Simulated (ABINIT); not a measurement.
Write the native input for ABINIT 10.8.3 (patched build) that does the following.

| Property | Result |
| --- | --- |
| Task | single point |
| Functional | PBE |
| Potentials or basis | JTH PAW PBE v2.0 |
| Cutoff | 544 eV |
| k mesh | 10 × 10 × 2 |
| Occupations | fermi-dirac, width 0.05 eV |
| Spin | no spin polarisation |
| Fine-grid cutoff | 1088.46 eV |

The system is MoS2, a slab with vacuum.

```
CELL_PARAMETERS angstrom
3.18413 0.00000 0.00000
-1.59206 2.75753 0.00000
0.00000 0.00000 17.33460
ATOMIC_POSITIONS crystal
Mo 0.00000 0.00000 0.00000
S 0.33333 0.66667 0.91051
S 0.33333 0.66667 0.08949
```

The input as run:

run.abi

```
# Pseudopotentials
pp_dirpath "./"
pseudos "Mo.GGA_PBE-JTH.xml, S.GGA_PBE-JTH.xml"

# Structure
acell 3*1.0
rprim
     6.0171262416     0.0000000000     0.0000000000
    -3.0085631208     5.2109841830     0.0000000000
     0.0000000000     0.0000000000    32.7576463855
ntypat 2
znucl 42 16
natom 3
typat 1 2 2
xred
     0.0000000000     0.0000000000     0.0000000000
     0.3333333333     0.6666666667     0.9105070200
     0.3333333333     0.6666666667     0.0894929800

# Plane-wave basis
ecut 20.0
pawecutdg 40.0
pawxcdev 0

# k points
kptopt 1
ngkpt 10 10 2
nshiftk 1
shiftk 0.0 0.0 0.0

# Exchange and correlation
ixc 11

# Bands and occupations
nband 17
occopt 3
tsmear 0.05 eV

# SCF cycle
nstep 100
tolvrs 1.0e-9

# Output
iomode 3
prtwf 0
prtden 0
prteig 0
prtebands 0
enunit 2
```

Potentials or basis: JTH PAW PBE v2.0.

Launch:

```sh
$ abinit run.abi > log 2>&1
```

Results of the run:

```
Largest force                                         : 0.221 eV/Å
Band gap on the k mesh                                : 1.74 eV, indirect (least direct gap 1.93 eV)
Valence electrons inside the program's atomic spheres : Mo 11.26; S 3.59
```

It took 3 min on 1 thread of Arm Neoverse V2 (shared host), peak memory 0.21 GiB.
